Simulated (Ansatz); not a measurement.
The system is PbSe.

```
Pb Se
1.0
     3.78432    0.00000    0.00000
     0.00000    3.78432    0.00000
     0.00000    0.00000    3.78432
Pb Se
1 1
Cartesian
  0.0000 0.0000 0.0000
  1.8922 1.8922 1.8922
```

Measurements of this composition are mostly on another form, of space group No. 225.

Below is the output of Ansatz 0.2.0 for this cell. Logs are shortened: lines on timing, memory, paths and dates and some standing lists are left out, and cuts for length are marked.

```text
Warning: RAYON_NUM_THREADS=2 ignored (pool sized by the plan → 2); use --threads N
Engine: ansatz 0.2.0, aarch64-unknown-linux-gnu
Pseudopotentials: kind: paw
Pseudopotential: Pb, paw, valence charge 14, recommended cutoff 420 eV (normal), Pb.paw.azcp
Pseudopotential: Se, paw, valence charge 16, recommended cutoff 420 eV (normal), Se.paw.azcp
Functional definition: BLYP
  parameter beta = 0.0042
  parameter a = 0.04918
  parameter b = 0.132
  parameter c = 0.2533
  parameter d = 0.349
  exchange = b88_x(beta = beta)
  correlation = lyp_c(a = a, b = b, c = c, d = d)
Crystal: 2 atoms, lattice volume = 54.196 Å³
Basis set: ecut = 420 eV, 1021 PW (Γ), exchange–correlation on 54×54×54 points (8 copies of the dense FFT grid, shifted against one another)
Bands: 19, of which v1, the nominal top of the filled ones, is band 15 counted from 1 (14 counted from 0)
Symmetry: 48 space group operations
Space group: Pm-3m (ITA 221), of the structure as read, at distance tolerance 3.8e-5 Å
k-points: 20 of 343
Non-local potential: Pb, projectors of the file, l = 0: 2, l = 1: 2, l = 2: 2, l = 3: 2
Non-local potential: Se, projectors of the file, l = 0: 2, l = 1: 2, l = 2: 3, l = 3: 1
PAW form: soft (Blöchl's): semilocal exchange-correlation on the pseudo side does not see the compensation charge
PAW frozen core: Pb, regenerated for the run's functional, and the local potential with it (the file was generated under x = pbe(κ = 0.804, μ = 0.2195149727645171), c = pbe(β = 0.06672455060314922))
PAW frozen core: Se, regenerated for the run's functional, and the local potential with it (the file was generated under x = pbe(κ = 0.804, μ = 0.2195149727645171), c = pbe(β = 0.06672455060314922))
PAW one-centre angular grid: Pb, 590 points (default); XC on 64 Gauss nodes
PAW one-centre angular grid: Se, 590 points (default); XC on 64 Gauss nodes
Initial density: superposition of atomic densities (neutral atoms: chi_scale 0, normalization atom), corrected by the library's trained network
Initial wavefunctions: pseudopotential atomic-orbital guess
Functional: x = b88, c = lyp
SCF iter   1: F=—  HF=-17415.408168 eV  |F-HF|=—  |Δ(HF+E_count)|=         —  Δρ=9.41e-3  dr2=6.84e-2  ethr=1.77e-3  ⟨swp⟩=6.0  Hψ=1825  notcnv=0
[... 47 lines left out ...]
SCF converged after 7 iterations
Free energy (F): -17415.444757 eV
Harris-Foulkes:  -17415.444757 eV  (|F-HF|=1.60e-10)
Internal energy: -17415.436605 eV  (E = F + TS)
E sigma→0 (E₀):  -17415.440681 eV
Entropy (-TS):   -0.008151 eV (-4.076 meV/atom)
Fermi energy:    8.806463 eV
--- Per-component energies (eV) ---
  E_band       = -421.837546
  E_kinetic    = 404.939414
  E_local      = -3460.597057  (includes V_loc(G=0)·N_el)
  E_nonlocal   = -251.665804
  E_hartree    = 1609.300455
  E_xc         = -321.247071
  E_vxc        = -225.112144  (∫ρ·V_xc dr)
  E_paw        = -12357.116446  (= ΣΔE_a)
  E_vpaw       = -108.002154  (= ΣTr[D̂ρ^β])
  E_aug_tail   = -0.000489  (compensation charges beyond the density's cutoff)
  E_ewald      = -3039.196588
  E_core_change = 0.146979  (= ΣΔE_core)
  E_smearing   = -0.008151  (= −TS)
  E_closure    = 0.000000  (closes the sum)
  Σ components = -17415.444757   (vs F -17415.444757, Δ=0.00e0)
--- Forces (eV/Å), atoms counted from 1 ---
  atom   1  Pb     0.00000000    -0.00000000     0.00000000
  atom   2  Se     0.00000000     0.00000000    -0.00000000
  max |Σ_I F_I| component: 1.18e-30 eV/Å
--- Stress (GPa, compression-positive) ---
       -0.048449      -0.000000       0.000000
       -0.000000      -0.048449      -0.000000
        0.000000      -0.000000      -0.048449
  P = ⅓ Tr σ = -0.0484 GPa (-0.484 kbar)
--- Band table (eV; the first three rows and the last of 20) ---
  k-point 0: bands = ["-37.7968", "-37.7968", "-37.7968", "-37.7962", "-37.7962", "-8.2798", "-8.2798", "-8.1668", "-8.1668", "-8.1668", "-3.9543", "1.3439", "7.4886", "7.4886", "7.4886", "14.1059", "14.1059", "14.1059", "14.3233"]
  k-point 1: bands = ["-37.7969", "-37.7969", "-37.7968", "-37.7962", "-37.7961", "-8.2790", "-8.2635", "-8.1724", "-8.1724", "-8.1663", "-3.8293", "1.1363", "7.3882", "7.6430", "7.6430", "12.7685", "13.7258", "13.7258", "14.4802"]
  k-point 2: bands = ["-37.7969", "-37.7969", "-37.7968", "-37.7962", "-37.7959", "-8.2772", "-8.2270", "-8.1849", "-8.1849", "-8.1651", "-3.5010", "0.5991", "7.4499", "8.0523", "8.0523", "10.9096", "12.8383", "12.8383", "14.9382"]
  k-point 19: bands = ["-37.7970", "-37.7970", "-37.7970", "-37.7956", "-37.7956", "-8.2284", "-8.2258", "-8.2258", "-8.1465", "-8.1465", "-2.4717", "1.7599", "6.3796", "6.6641", "6.6641", "8.8294", "8.8294", "9.5419", "20.6557"]
--- Relaxed structure (3 steps of the walk, 3 accepted, 1 SCFs on fresh bases) ---
  F+E_penalty+E_count = -17415.44475677 eV   max|allowed force component| = 5.916e-31 eV/Å   (the final SCF, on the basis selected at the relaxed cell)
  cell:  # Å, volume = 58.8289 Å³
    - [3.889230007943459, 6.4197664812907865e-34, 1.2839532962581572e-34]
    - [-8.987673073807101e-34, 3.889230007943459, 0.0]
    - [1.2839532962581572e-34, 0.0, 3.889230007943459]
  atoms:
    - { symbol: Pb, position: [-1.357129014135894e-34, -1.2723084507523646e-35, 4.2410281691746686e-36] }
    - { symbol: Se, position: [0.5, 0.5, 0.5] }
```

What input gives this log?

Relaxation of cell and atoms with BLYP, no spin polarisation. The files as run (others can give the same):

input.yaml
```yaml
crystal:
  lattice:
    - [3.784322, 0.0, 0.0]
    - [0.0, 3.784322, 0.0]
    - [0.0, 0.0, 3.784322]
  atoms:
    - { symbol: Pb, position: [0.0, 0.0, 0.0] }
    - { symbol: Se, position: [0.5, 0.5, 0.5] }
hamiltonian:
  xc: blyp
  pseudopotentials: { kind: paw }
kpoints:
  mp_grid: { grid: [7, 7, 7] }
scf:
  occupations: { method: fermi_dirac, width: 0.05 }
output:
  forces: true
  stress: true
  eigenvalues: true
relax:
  f_tol: 0.01
  max_steps: 40
  cell: { stress_tol: 0.05 }
```

Potentials or basis: Ansatz PAW.
Launch:
```bash
$ ansatz run input.yaml --threads 2 --pin off --max-ram 5632MiB --backend cpu --events-out ev --progress --plain --runs-dir out
```

Caveat: the plane-wave basis is chosen anew once the cell has moved, so the energies of steps on either side of that aren't comparable; the PAW data sets come from PBE, with cores solved anew for the run's functional, which leaves a small shift of forces and pressure.
